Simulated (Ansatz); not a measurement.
**A computed series for Sb2Te3: thickness series**

Consider Sb2Te3 in the Bi2Te3 type structure (space group R-3m, No. 166; a = 4.2859 Å, c = 30.9304 Å (hexagonal axes)).

Free-standing slabs (5 atom(s) a layer) normal to the stacking axis with 15 Å of vacuum; in-plane cell relaxed.

All numbers come from DFT with r2SCAN+rVV10, PAW potentials and a 500 eV plane-wave cutoff in Ansatz (a quantum-chemistry and plane-wave program), no spin-orbit coupling.

```
case      in-plane lattice parameter a  band gap  shortest interatomic distance
--------  ----------------------------  --------  -----------------------------
base                        8.099 bohr   0.27 eV                     5.670 bohr
1 layer                     8.056 bohr   0.93 eV                     5.650 bohr
3 layers                    8.085 bohr   0.46 eV                     5.654 bohr
4 layers                    8.089 bohr   0.40 eV                     5.654 bohr
```

Spin-orbit coupling, missing from the scalar runs, can matter with Sb and Te. Whether these cells are dynamically stable was not tested. The zero or small gap of Sb2Te3 can change with the level of theory.
